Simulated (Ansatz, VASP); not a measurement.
**One calculation of C, two programs**

```
C
1.0
     0.00000    1.79127    1.79127
     1.78014    0.01113    1.78014
     1.78014    1.78014    0.01113
C
2
Direct
  0.50000 0.50000 0.50000
  0.75000 0.75000 0.75000
```

Change from the starting cell: strain +0.0125 x Voigt [0, 0, 0, 1, 0, 0], atoms carried along.

Alike in both runs: task single point; functional r2SCAN; k mesh 12 × 12 × 12; occupations gaussian, width 0.05 eV; no spin polarisation.

|  | VASP | Ansatz |
| --- | --- | --- |
| version | VASP 6.6.1 | Ansatz 0.2.0 |
| potentials or method | VASP PAW PBE potentials, release 64 (C) | scalar-relativistic, plane waves, PAW |
| plane-wave cutoff (eV) | 520 | 500 |
| valence electrons in the cell | 8 | 8 |

```tsv
	VASP	Ansatz	Ansatz less VASP
gap on the k mesh at the Fermi level (eV)	4.34	4.37	+0.030
least direct gap on the mesh (eV)	5.65	5.70	+0.044
pressure (GPa)	1.2	0.1	-1.11
largest component of the traceless stress (GPa)	7.41	7.36	-0.052
rms of the force components (eV/Å)	0.019	0.016	-0.0027
```

Atom by atom the forces differ by 0.003 eV/Å (rms over components). With one functional, cell and mesh, what is left measures potentials, basis and numerics.

Caveats: the PAW data sets were made with another functional, which shifts forces and pressure a little (VASP).
